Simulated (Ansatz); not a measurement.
# Compressing Al$_{3}$Cu

These are results of Ansatz, DFT PBEsol, scalar-relativistic, plane waves, PAW, not measurements. Run with 420 eV cutoff, 16×16×6 k-mesh, Gaussian smearing of 0.10 eV, no spin polarisation.

Reference structure (relaxed):

```xyz
4
Lattice="2.7797 0.0000 0.0000 0.0000 2.7797 0.0000 0.0000 0.0000 7.6030" Properties=species:S:1:pos:R:3 pbc="T T T"
Al    0.0000    0.0000    3.8015
Al    1.3898    1.3898    1.6779
Al    1.3898    1.3898    5.9251
Cu    0.0000    0.0000    0.0000
```

Cell and atoms are relaxed at each pressure within the symmetry of the start, at zero temperature, so transitions that lower the symmetry aren't seen. The k-mesh given is that at zero pressure and may differ at others. a, b and c are the lengths of the cell vectors above.

```csv
P (GPa),V (Å³/atom),V/V0,a (Å),b (Å),c (Å)
-3,15.17,1.033,2.809,2.809,7.691
0,14.69,1.000,2.780,2.780,7.603
3,14.28,0.972,2.754,2.754,7.528
8,13.71,0.934,2.719,2.719,7.421
15,13.08,0.890,2.677,2.677,7.297
30,12.08,0.822,2.609,2.609,7.095
60,10.79,0.735,2.515,2.515,6.824
```

Question: What bulk modulus and pressure derivative fit these points?

Answer: A third-order Birch–Murnaghan fit gives B0 = 101 GPa and B0' = 4.2.

Question: Which cell vector or vectors give way most up to 60 GPa?

Answer: c: the changes are a -9.5 %, b -9.5 %, c -10.2 %.